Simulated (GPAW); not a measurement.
# Si (P6/mmm) in GPAW: convergence with basis set

Aim: find how far basis set must go before the results for Si settle, at PBE. This setting moves, with any that are tied to it; all else stays.

Program: GPAW 26.7.0. These are calculated values, not measurements. Logs are shortened: lines on timing, memory, paths and dates and some standing lists are left out, and cuts for length are marked. The log counts tension as positive stress, the text compression.

## Step 1: Starting point

It takes space group P6/mmm (No. 191, hexagonal). The conventional cell has a = 4.121 Å, b = 4.121 Å, c = 2.655 Å, α = 90.00°, β = 90.00°, γ = 120.00°. Si (site symmetry -6m2) has 5 Si at 2.38 to 2.65 Å as nearest neighbours.

The cell was built by a generator and needn't be a form met in nature.

## Step 2: With basis set lcao:sz(dzp)

Contents of run.py:

```python
from ase.dft.bandgap import bandgap
from ase.io import read, write
from gpaw import GPAW

atoms = read('POSCAR')

calc = GPAW(mode='lcao',
            h=0.16,
            basis='sz(dzp)',
            xc='PBE',
            kpts={'size': (6, 6, 8), 'gamma': True},
            occupations={'name': 'fermi-dirac', 'width': 0.05},
            convergence={'density': 1e-05, 'energy': 1e-05},
            maxiter=100,
            txt='gpaw.txt')
atoms.calc = calc
energy = atoms.get_potential_energy()
forces = atoms.get_forces()
calc.write('gs.gpw')
write('result.traj', atoms)
print(f'Energy: {energy:.6f} eV')
print('Forces (eV/A):')
print(forces.round(4))
print('Fermi level:', round(calc.get_fermi_level(), 4), 'eV')
print(f'Gap: {bandgap(calc)[0]:.4f} eV, direct: {bandgap(calc, direct=True)[0]:.4f} eV')
```

Contents of POSCAR:

```
Si
1.0
    4.1209498811      0.0000000000      0.0000000000
   -2.0604749406      3.5688472848      0.0000000000
    0.0000000000      0.0000000000      2.6547900000
Si
2
Direct
    0.3333300000      0.6666700000      0.5000000000
    0.6666633333      0.3333366667      0.5000000000
```

Potentials or basis: GPAW PAW data sets (gpaw-data 1.2.1), lcao:sz(dzp).

On the command line:

```bash
OMP_NUM_THREADS=1 python run.py
```

Run time: 50 s. Hardware: 1 thread of Arm Neoverse V1, shared host; peak memory 0.17 GiB.

What came out:

| Item | Value |
| --- | --- |
| Free energy | -8.3243 eV |
| Band gap on the k mesh | none (metal or under the smearing width) |

## Step 3: With basis set lcao:szp(dzp)

run.py, as its differences from that of step 2:

```diff
@@ -8,3 +8,3 @@
             h=0.16,
-            basis='sz(dzp)',
+            basis='szp(dzp)',
             xc='PBE',
```

POSCAR is that of step 2.

Potentials or basis: GPAW PAW data sets (gpaw-data 1.2.1), lcao:szp(dzp).

On the command line:

```bash
OMP_NUM_THREADS=1 python run.py
```

Run time: 3.6 min. Hardware: 1 thread of Arm Neoverse V1, shared host; peak memory 0.18 GiB.

Results:

- Free energy: -9.4498 eV
- Band gap on the k mesh: none (metal or under the smearing width)

## Step 4: With basis set lcao:dz(dzp)

run.py, as its differences from that of step 3:

```diff
@@ -8,3 +8,3 @@
             h=0.16,
-            basis='szp(dzp)',
+            basis='dz(dzp)',
             xc='PBE',
```

POSCAR is that of step 3.

Potentials or basis: GPAW PAW data sets (gpaw-data 1.2.1), lcao:dz(dzp).

On the command line:

```bash
OMP_NUM_THREADS=1 python run.py
```

Run time: 76 s. Hardware: 1 thread of Arm Neoverse V1, shared host; peak memory 0.17 GiB.

What came out:

```yaml
Free_energy: -8.8347 eV
Band_gap_on_the_k_mesh: none (metal or under the smearing width)
```

## Step 5: With basis set lcao:dzp

run.py, as its differences from that of step 4:

```diff
@@ -8,3 +8,3 @@
             h=0.16,
-            basis='dz(dzp)',
+            basis='dzp',
             xc='PBE',
```

POSCAR is that of step 4.

Potentials or basis: GPAW PAW data sets (gpaw-data 1.2.1), lcao:dzp.

On the command line:

```bash
OMP_NUM_THREADS=1 python run.py
```

Wall time 4.3 min (1 thread of Arm Neoverse V1, shared host); peak memory 0.19 GiB.

It converged, with:

```yaml
Free_energy: -9.8110 eV
Band_gap_on_the_k_mesh: none (metal or under the smearing width)
```

## Step 6: With basis set fd

run.py, as its differences from that of step 5:

```diff
@@ -6,5 +6,4 @@
 
-calc = GPAW(mode='lcao',
+calc = GPAW(mode='fd',
             h=0.16,
-            basis='dzp',
             xc='PBE',
@@ -12,2 +11,3 @@
             occupations={'name': 'fermi-dirac', 'width': 0.05},
+            nbands=11,
             convergence={'density': 1e-05, 'energy': 1e-05},
```

POSCAR is that of step 5.

Potentials or basis: GPAW PAW data sets (gpaw-data 1.2.1), fd.

On the command line:

```bash
OMP_NUM_THREADS=1 python run.py
```

Wall time 45 s (1 thread of Arm Neoverse V1, shared host); peak memory 0.34 GiB.

The run converged. Its results:

```
Free energy            : -10.0062 eV
Band gap on the k mesh : none (metal or under the smearing width)
```

## Step 7: With basis set pw

run.py, as its differences from that of step 6:

```diff
@@ -2,3 +2,4 @@
 from ase.io import read, write
-from gpaw import GPAW
+from ase.units import GPa
+from gpaw import GPAW, PW
 
@@ -6,4 +7,3 @@
 
-calc = GPAW(mode='fd',
-            h=0.16,
+calc = GPAW(mode=PW(600),
             xc='PBE',
@@ -18,2 +18,3 @@
 forces = atoms.get_forces()
+stress = atoms.get_stress()
 calc.write('gs.gpw')
@@ -23,2 +24,3 @@
 print(forces.round(4))
+print('Stress (GPa):', (stress / GPa).round(3))
 print('Fermi level:', round(calc.get_fermi_level(), 4), 'eV')
```

POSCAR is that of step 6.

Potentials or basis: GPAW PAW data sets (gpaw-data 1.2.1), pw.

On the command line:

```bash
OMP_NUM_THREADS=1 python run.py
```

gpaw.txt:

```text
__  _  _
 | _ |_)|_||  |
 |__||  | ||/\| - 26.7.0

Input parameters:
  mode=PW(ecut=600.0),
  convergence={'density': 1e-05, 'energy': 1e-05},
  kpts=MonkhorstPack(size=(6, 6, 8), gamma=True),
  maxiter=100,
  nbands=11,
  occupations=Occupations(name='fermi-dirac', width=0.05),
  xc=XC(name='PBE')

Diagonalizing LCAO Hamiltonian
Converting LCAO to pw mode

        Si  Si

Atoms  # Å, Bohr magnetons
|   | symbol |         x |        y |        z |    initial magnetic moments |
|---|--------|-----------|----------|----------|-----------------------------|
| 0 |     Si | -0.000021 | 2.379243 | 1.327395 | ( 0.0000,  0.0000,  0.0000) |
| 1 |     Si |  2.060454 | 1.189628 | 1.327395 | ( 0.0000,  0.0000,  0.0000) |

Unit cell  # Å
| periodic |         x |        y |        z |  lengths |     angles |
|----------|-----------|----------|----------|----------|------------|
|      yes |  4.120950 | 0.000000 | 0.000000 | 4.120950 |  90.000000 |
|      yes | -2.060475 | 3.568847 | 0.000000 | 4.120950 |  90.000000 |
|      yes |  0.000000 | 0.000000 | 2.654790 | 2.654790 | 120.000000 |

Number of symmetries: 4
Symmetry operations  # r_c * U_cc + t_c -> r_c
|   | kind |            matrix            |
|---|------|------------------------------|
| 0 |  E   |  1, 0, 0,  0, 1, 0,  0, 0, 1 |
| 1 |  σ   |  1, 0, 0,  0, 1, 0,  0, 0,-1 |
| 2 |  σ   |  0,-1, 0, -1, 0, 0,  0, 0, 1 |
| 3 |  C2  |  0,-1, 0, -1, 0, 0,  0, 0,-1 |

BZ-sampling:
  Number of BZ points: 288
  Number of IBZ points: 65

  Monkhorst-Pack size: [6, 6, 8]
  Monkhorst-Pack shift: [0.08333333333333333, 0.08333333333333333, 0.0625]

K-points  # in reciprocal-cell coordinates
|     |                                coordinates |     weight |
|-----|--------------------------------------------|------------|
|   0 | (  0.00000000,   0.00000000,   0.00000000) | 0.00347222 |
|   1 | (  0.00000000,   0.00000000,   0.12500000) | 0.00694444 |
|   2 | (  0.00000000,   0.00000000,   0.25000000) | 0.00694444 |
|   3 | (  0.00000000,   0.00000000,   0.37500000) | 0.00694444 |
|   4 | (  0.00000000,   0.00000000,   0.50000000) | 0.00347222 |
|   5 | (  0.16666667,  -0.16666667,   0.00000000) | 0.00694444 |
|   6 | (  0.16666667,  -0.16666667,   0.12500000) | 0.01388889 |
|   7 | (  0.16666667,  -0.16666667,   0.25000000) | 0.01388889 |
|   8 | (  0.16666667,  -0.16666667,   0.37500000) | 0.01388889 |
|   9 | (  0.16666667,  -0.16666667,   0.50000000) | 0.00694444 |
| ... |                                            |            |
|  64 | (  0.50000000,   0.50000000,   0.50000000) | 0.00347222 |

Plane wave coefficients: 1330
Cutoff: 600.0 eV

Spin-components: 1 (collinear spins)
Bands:           11
Projectors:      10
Spin-degeneracy: 2
Datatype:        complex128

Parallelization:
  kpt:    1
  domain: 1
  band:   1

Density:
  Valence electrons: 8.0
  Components: 1
  Grid points: [24 24 15]
  Charge: 0.0  # |e|

Potential:
  Grid points: [24 24 15]

species:
  Si:
    name:    Silicon
    Z:       14.0
    valence: 4
    core:    10
    charge:  0.0  # [|e|]
    compensation charges:
      type: gauss
      rc: 0.33  # [Å]
      lmax: 2
    cutoffs:
      filter: 1.86  # [Å]
      core: 2.06  # [Å]
    projectors
    | kind |    occ | energy [eV] | rcut [Å] |
    |------|--------|-------------|----------|
    |   3s |  2.000 |     -10.812 |    1.058 |
    |   3p |  2.000 |      -4.081 |    1.058 |
    |    s |        |      16.399 |    1.058 |
    |    p |        |      23.130 |    1.058 |
    |    d |        |       0.000 |    1.058 |

    Using partial waves for Si as LCAO basis

Reference energy: -15772.688500  # eV

eigensolver:
  PPCG
  Converge bands: occupied
  niter=2

density mixing:
  MSR1-Mixer
  Pratt-step length: 0.05
  Maximum mixing coefficient: 0.75
  Old densities: 10
  SVD Regularization: 0.005
  Good broyden scale: 1.0
  Trust region scale: 1.0
  Backstep threshold: 4.0
  History deletion threshold: 6.0
  Fourier metric: weight=20.0, sigma=0.015

occupation numbers:
  Fermi-Dirac:
    width: 0.0500  # eV

poisson solver:
  ecut: 4800.0  # eV

xc functional:
  name: PBE with 2 nearest neighbor stencil

convergence criteria:
- Maximum integral of absolute [dens]ity change: 1e-05 electrons / valence electron
- Maximum [total energy] change in last 3 cyles: 1e-05 eV / valence electron
- Maximum integral of absolute [eigenst]ate change: 4e-08 eV^2 / valence electron
maximum number of iterations: 100

SCF iterations
|iter     | |      energy | eigst |  dens |
|---------|-|-------------|-------|-------|
|iter:   1| |  -10.035462 | -0.04 |       |
|iter:   2| |  -10.035975 | -2.45 | -0.94 |
|iter:   3| |  -10.003406 | -2.58 | -0.97 |
|iter:   4| |  -10.003231 | -3.35 | -1.52 |
|iter:   5| |  -10.003481 | -5.18 | -2.34 |
|iter:   6| |  -10.003497 | -6.56 | -3.09 |
|iter:   7| |  -10.003497c| -7.80c| -3.75 |
|iter:   8| |  -10.003497c| -7.76c| -4.48 |
|iter:   9| |  -10.003497c| -8.09c| -4.86 |
|iter:  10| |  -10.003497c| -9.34c| -5.65c|

Converged in 10 steps
Energy contributions relative to reference atoms: (reference = -15772.688500)

Energy contributions:
  Kinetic:          11.185972
  Coulomb:          -9.410281
  Zero:             -0.026030
  External:          0.000000
  Xc:              -11.750027
  Entropy:          -0.006261
  Spinorbit:         0.000000
  ----------------------------
  Free energy:     -10.006628
  Extrapolated:    -10.003497

dipole moment: (-0.000108, 0.000056, -0.000004)  # |e|*Ang

Fermi level: 5.804
Eigenvalues  # (at kpt = [0.000, 0.000, 0.000])
| band index |      eig [eV] | occ [0-2] |
|------------|---------------|-----------|
|          0 |        -6.662 |     2.000 |
|          1 |         2.783 |     2.000 |
|          2 |         2.783 |     2.000 |
|          3 |         2.917 |     2.000 |
|          4 |         6.904 |     0.000 |
|          5 |         6.904 |     0.000 |
|          6 |        11.235 |     0.000 |
|          7 |        12.041 |     0.000 |
|          8 |        14.465 |     0.000 |
|          9 |        18.648 |     0.000 |
|         10 |        23.657 |     0.000 |

No gap
No difference between direct/indirect transitions

Forces  # eV/Ang
|        x |        y |       z |
|----------|----------|---------|
| -0.00000 |  0.00000 | 0.00000 |  # Si   0
|  0.00000 | -0.00000 | 0.00000 |  # Si   1

Stress tensor  # eV/Ang^3
|        x |        y |         z |
|----------|----------|-----------|
| 0.006173 | 0.000000 |  0.000000 |
| 0.000000 | 0.006173 |  0.000000 |
| 0.000000 | 0.000000 | -0.018539 |

# Writing to gs.gpw (mode='')
```

Run time: 15 s. Hardware: 1 thread of Arm Neoverse V1, shared host; peak memory 0.15 GiB.

What came out:

```yaml
Free_energy: -10.0066 eV
Pressure: 0.3 GPa
Band_gap_on_the_k_mesh: none (metal or under the smearing width)
```

## Step 8: Summary

```tsv
basis set	energy less the tightest run, at zero smearing (meV/atom)	SCF cycles	CPU time (s)	peak memory (GiB)
lcao:sz(dzp)	841.12	7	50	0.17
lcao:szp(dzp)	278.19	8	220	0.18
lcao:dz(dzp)	585.99	8	76	0.17
lcao:dzp	97.69	8	260	0.19
fd	0.20	11	45	0.34
pw	0.00	10	15	0.15
```

Against the tightest run, the energy stays within 1 meV/atom from fd on. The tightest run that finished is the yardstick and may itself not be fully converged.
